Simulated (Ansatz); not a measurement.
This SnGe4 structure is the end of a relaxation. The cell was found from a structure generator's guess, not taken from experiment.

Computed with Ansatz 0.2.0, DFT PBE, scalar-relativistic, plane waves, PAW. Cutoff 420 eV, Γ-centred mesh, Gaussian smearing, no spin polarisation.

```
CELL_PARAMETERS angstrom
-3.81202 3.81202 1.83294
3.81202 -3.81202 1.83294
3.81202 3.81202 -1.83294
ATOMIC_POSITIONS crystal
Sn 0.00000 0.00000 0.00000
Ge 0.84098 0.62071 0.46169
Ge 0.15902 0.37929 0.53831
Ge 0.62071 0.15902 0.77973
Ge 0.37929 0.84098 0.22027
```

Energies over the elements count from the elements' standard structures at the same level, with no fitted energy shifts. The references include grey tin.

(1) Find its symmetry and describe it.

(2) How far does it lie from the elements in energy?

(3) Is it a metal?

Answers

(1) I4/m (No. 87). Conventional cell: a = 7.624 Å, c = 3.666 Å. Around Sn lie 12 Ge at 3.14–3.31 Å and 2 Sn at 3.67 Å; Ge is surrounded by 4 Ge at 2.83 Å, 3 Ge at 3.03–3.04 Å and 3 Sn at 3.14–3.31 Å.

(2) +0.26 eV/atom. A positive value: parting into the elements would lower its energy.

(3) Yes, bands cross the Fermi level on the 10×10×10 mesh.

The last run used a 10×10×10 mesh for its 5-atom cell and Gaussian smearing of 0.10 eV. Symmetry constrained the relaxation, so the result can be a saddle point. Another cell of SnGe4 relaxed alike, in C2/m, lies 74 meV/atom lower, so this cell isn't the stable form at this level.
